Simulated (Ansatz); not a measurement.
# Ge: the cost of one run

Computed with Ansatz 0.2.0 (DFT PBE, scalar-relativistic, plane waves, PAW, unless a step's input says otherwise).

## (1) The structure to begin with

It takes space group Fddd (No. 70, orthorhombic). The conventional cell has a = 3.648 Å, b = 7.292 Å, c = 11.383 Å, α = 90.00°, β = 90.00°, γ = 90.00°. Around Ge (site symmetry 2) lie 4 Ge at 2.32 to 2.48 Å.

As a file:

```cif
data_structure
_symmetry_space_group_name_H-M 'Fddd:1'
_symmetry_Int_Tables_number 70
_cell_length_a 3.6480
_cell_length_b 7.2916
_cell_length_c 11.3833
_cell_angle_alpha 90.000
_cell_angle_beta 90.000
_cell_angle_gamma 90.000
_cell_volume 302.80
loop_
_atom_site_label
_atom_site_type_symbol
_atom_site_symmetry_multiplicity
_atom_site_Wyckoff_symbol
_atom_site_fract_x
_atom_site_fract_y
_atom_site_fract_z
_atom_site_occupancy
Ge1 Ge 16 g 0.75000 0.75000 0.56323 1
```

The cell is invented: 4-connected net of one element (Fddd, No. 70). Its size is a rough estimate.

## (2) The guess as it stands, on a coarse mesh

File input.yaml:

```yaml
crystal:
  lattice:
    - [0.0, 3.64579688, 5.6916285]
    - [1.82402104, 0.0, 5.6916285]
    - [1.82402104, 3.64579688, 0.0]
  atoms:
    - { symbol: Ge, position: [0.56323105, 0.56323105, 0.93676895] }
    - { symbol: Ge, position: [0.31323105, 0.31323105, 0.68676895] }
    - { symbol: Ge, position: [0.68676895, 0.68676895, 0.31323105] }
    - { symbol: Ge, position: [0.93676895, 0.93676895, 0.56323105] }
basis:
  ecutwfc: 420
kpoints:
  mp_grid: { grid: [6, 6, 6] }
hamiltonian:
  xc: pbe
scf:
  occupations: { method: gaussian, width: 0.1 }
  lower_state_search: "off"
output:
  forces: true
  stress: true
  eigenvalues: true
```

The run is started by

```sh
$ ansatz run input.yaml --threads 1 --pin off --max-ram 2560MiB --backend cpu --events-out ev --progress --plain --runs-dir out
```

Q: Estimate wall time and peak memory on 1 thread of Arm Neoverse V2, shared host.

About 5.2 s, with a peak of 0.39 GiB.
